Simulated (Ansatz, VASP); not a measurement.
**Two plane-wave programs on SnSe**

Contents of INCAR:

```
SYSTEM = SnSe
PREC     = Accurate       ! precision mode
ENCUT    = 600            ! plane-wave cutoff, eV
EDIFF    = 1E-7           ! SCF threshold, eV
ISMEAR   = 0              ! smearing method
SIGMA    = 0.02           ! smearing width, eV
LREAL    = .False.        ! projectors in reciprocal space
LASPH    = .True.         ! aspherical terms in the spheres
NELM     = 100            ! most SCF steps
ALGO     = Normal         ! electronic algorithm
ISIF     = 3              ! what is computed and relaxed
LWAVE    = .False.        ! write WAVECAR
LCHARG   = .False.        ! write CHGCAR
GGA      = CA             ! functional
IBRION   = 2              ! ionic algorithm
NSW      = 70             ! ionic steps
EDIFFG   = -0.005         ! ionic threshold
```

File KPOINTS:

```
regular mesh
0
Gamma
  10 10 10
  0 0 0
```

Contents of POSCAR:

```
SnSe
1.0
    0.0000000000      2.9887688240      2.9887688240
    2.9887688240      0.0000000000      2.9887688240
    2.9887688240      2.9887688240      0.0000000000
Sn Se
1 1
Direct
    0.0000000000      0.0000000000      0.0000000000
    0.5000000000      0.5000000000      0.5000000000
```

Input for Ansatz:

```yaml
crystal:
  lattice:
    - [0.0, 2.988768824, 2.988768824]
    - [2.988768824, 0.0, 2.988768824]
    - [2.988768824, 2.988768824, 0.0]
  atoms:
    - { symbol: Sn, position: [0.0, 0.0, 0.0] }
    - { symbol: Se, position: [0.5, 0.5, 0.5] }
basis:
  ecutwfc: 420
kpoints:
  mp_grid: { grid: [10, 10, 10] }
hamiltonian:
  xc: lda
scf:
  occupations: { method: gaussian, width: 0.02 }
output:
  forces: true
  stress: true
  eigenvalues: true
relax:
  adjacent_minimum: "off"
  f_tol: 0.005
  max_steps: 50
  cell: { stress_tol: 0.05 }
```

Alike in both runs: task relaxation of cell and atoms; functional LDA; k mesh 10 × 10 × 10; occupations gaussian, width 0.02 eV; no spin polarisation.

```csv
,VASP,Ansatz
version,VASP 6.6.1,Ansatz 0.2.0
potentials or method,"VASP PAW LDA potentials, release 64 (Sn_d, Se)","scalar-relativistic, plane waves, PAW"
plane-wave cutoff (eV),600,420
valence electrons in the cell,20,30
```

Ansatz gave:

```
gap on the k mesh at the Fermi level, each at its own relaxed structure (eV) : 0.44
relaxed volume (Å³/atom)                                                     : 25.63
relaxed cell length with the largest relative difference (Å)                 : 4.170
energy change over the relaxation (meV/atom)                                 : -8
```

**Question.** Which values does VASP return?

**Answer.** gap on the k mesh at the Fermi level, each at its own relaxed structure (eV): 0.43; relaxed volume (Å³/atom): 25.69; relaxed cell length with the largest relative difference (Å): 4.173; energy change over the relaxation (meV/atom): -7.

The two sets of potentials don't hold the same shells in valence.

Caveats: spin-orbit coupling is left out, which moves the levels of the heavy elements. LDA usually gives volumes a few per cent too small. Zero-point motion and thermal expansion aren't in these numbers.
